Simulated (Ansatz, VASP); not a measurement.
In in VASP and in Ansatz

INCAR

```
  PREC = Accurate
  ENCUT = 520
  EDIFF = 1E-6
  ISMEAR = -1
  SIGMA = 0.05
  LREAL = False
  LASPH = True
  NELM = 100
  ALGO = Normal
  ISIF = 2
  LWAVE = False
  LCHARG = True
  LELF = True
  LVHAR = True
  NBANDS = 20
```

Contents of KPOINTS:

```
Automatic mesh
0
Gamma
  9 9 5
```

The input POSCAR:

```
In
1.0
    3.4009030527      0.0000000000      0.0000000000
   -1.7004515264      2.9452684395      0.0000000000
    0.0000000000      0.0000000000      5.6171927618
In
2
Direct
    0.6666666667      0.3333333333      0.7500000000
    0.3333333333      0.6666666667      0.2500000000
```

Contents of input.yaml:

```yaml
crystal:
  lattice:
    - [3.4009030527, 0.0, 0.0]
    - [-1.7004515264, 2.9452684395, 0.0]
    - [0.0, 0.0, 5.6171927618]
  atoms:
    - { symbol: In, position: [0.6666666667, 0.3333333333, 0.75] }
    - { symbol: In, position: [0.3333333333, 0.6666666667, 0.25] }
hamiltonian:
  xc: lda
  pseudopotentials: { kind: paw }
kpoints:
  mp_grid: { grid: [9, 9, 5] }
scf:
  occupations: { method: fermi_dirac, width: 0.05 }
output:
  forces: true
  stress: true
  eigenvalues: true
```

This isn't the form of In at room conditions, which is tetragonal.

Alike in both runs: task single point; functional LDA; k mesh 9 × 9 × 5; occupations fermi-dirac, width 0.05 eV; no spin polarisation.

|  | VASP | Ansatz |
| --- | --- | --- |
| version | VASP 6.6.1 | Ansatz 0.2.0 |
| potentials or method | VASP PAW LDA potentials, release 64 (In_d) | Ansatz PAW |
| plane-wave cutoff (eV) | 520 | 420 |
| valence electrons in the cell | 26 | 26 |

Ansatz gave:

```
gap on the k mesh at the Fermi level (eV)       : none
pressure (GPa)                                  : -4.3
largest component of the traceless stress (GPa) : 0.54
```

Question: Estimate VASP's values.

Answer: gap on the k mesh at the Fermi level (eV): none; pressure (GPa): -4.3; largest component of the traceless stress (GPa): 0.51.

A gap of «none» marks a metal or a gap that the smearing closes.

Caveats: the PAW data sets come from PBE, with cores solved anew for the run's functional, which leaves a small shift of forces and pressure (Ansatz).
